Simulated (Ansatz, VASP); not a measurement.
**LiF: VASP beside Ansatz**

```xyz
2
Lattice="0.0000 1.9545 1.9545 1.9545 0.0000 1.9545 1.9545 1.9545 0.0000" Properties=species:S:1:pos:R:3 pbc="T T T"
Li    0.0000    0.0000    0.0000
F     1.9545    1.9545    1.9545
```

Alike in both runs: functional LDA; k mesh 10 × 10 × 10; no spin polarisation.

Ansatz relaxed the structure, and its values are those at the end. VASP's run is a single point on that final structure, the one shown.

|  | VASP | Ansatz |
| --- | --- | --- |
| version | VASP 6.6.1 | Ansatz 0.2.0 |
| potentials or method | VASP PAW LDA potentials, release 64 (Li_sv, F) | scalar-relativistic, plane waves, PAW |
| plane-wave cutoff (eV) | 520 | 420 |
| occupations | gaussian, width 0.01 eV | fixed |
| valence electrons in the cell | 10 | 10 |

```csv
,VASP,Ansatz,Ansatz less VASP
gap on the k mesh at the Fermi level (eV),9.69,9.70,+0.008
least direct gap on the mesh (eV),9.69,9.70,+0.008
```

 A k mesh can miss the band edges.
